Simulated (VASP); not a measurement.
Wanted: the native input for a VASP 6.6.1 run.

* Task: single point
* Functional: PBE
* Potentials or basis: VASP PAW PBE potentials, release 64 (Ca_pv, O)
* Cutoff: 520 eV
* k mesh: 12 × 12 × 12
* Occupations: gaussian, width 0.02 eV
* Spin: no spin polarisation
* Further INCAR settings: ALGO = Normal; EDIFF = 1e-07; NBANDS = 14

The structure of CaO lies in POSCAR:

```
CaO                                     
1.0
    0.0000000000      2.3909689469      2.3909689469
    2.3909689469      0.0000000000      2.3909689469
    2.3909689469      2.3909689469      0.0000000000
  Ca              O             
     1     1
Direct
     0.0000000000000000    0.0000000000000000    0.0000000000000000
     0.5000000000000000    0.5000000000000000    0.5000000000000000
```

The cell isn't the ideal one: a relaxed cell with its volume scaled by 0.97.

One way to write it, as run:

INCAR

```
PREC = Accurate
ENCUT = 520
EDIFF = 1E-7
ISMEAR = 0
SIGMA = 0.02
LREAL = F
LASPH = T
NELM = 60
ALGO = Normal
ISIF = 2
LWAVE = F
LCHARG = F
GGA = PE
NBANDS = 14
```

KPOINTS

```
regular mesh
0
Gamma
  12 12 12
```

Potentials or basis: VASP PAW PBE potentials, release 64 (Ca_pv, O).

The run is started by

```sh
$ cat potpaw_PBE.64/Ca_pv/POTCAR potpaw_PBE.64/O/POTCAR > POTCAR
$ mpirun -np 1 vasp_std > vasp.out
```

It gave:

- Pressure: 3.4 GPa
- Band gap on the k mesh: 3.63 eV, indirect (least direct gap 4.01 eV)

It took 20 s on 1 thread of Intel(R) Xeon(R) Platinum 8488C (Sapphire Rapids), on a shared host, peak memory 0.18 GiB.
